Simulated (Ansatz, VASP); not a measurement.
Two plane-wave programs on CdH2O2

```
CELL_PARAMETERS angstrom
3.89035 0.00000 0.00000
-1.94518 3.36914 0.00000
0.00000 0.00000 4.49984
ATOMIC_POSITIONS crystal
Cd 0.33333 0.66667 0.98730
H 0.00000 0.00000 0.00808
H 0.66667 0.33333 0.43189
O 0.00000 0.00000 0.78619
O 0.66667 0.33333 0.21189
```

The cell comes from a database or a generator and needn't be the stable form of this composition.

Alike in both runs: task single point; functional PBEsol; dispersion D3(BJ); k mesh 6 × 6 × 4; no spin polarisation.

|  | VASP | Ansatz |
| --- | --- | --- |
| version | VASP 6.6.1 | Ansatz 0.2.0 |
| potentials or method | VASP PAW PBE potentials, release 64 (Cd, H, O) | plane waves, PAW |
| plane-wave cutoff (eV) | 520 | 550 |
| occupations | gaussian, width 0.01 eV | fixed |
| valence electrons in the cell | 26 | 34 |

```tsv
	VASP	Ansatz	Ansatz less VASP
pressure (GPa)	-7.8	-8.3	-0.48
largest component of the traceless stress (GPa)	1.36	1.11	-0.247
dispersion energy (meV/atom)	-83.6	-83.6	-0.02
```

The two sets of potentials don't hold the same shells in valence.

Caveats: the PAW data sets were made with another functional, which shifts forces and pressure a little (VASP). A k mesh can miss the band edges.
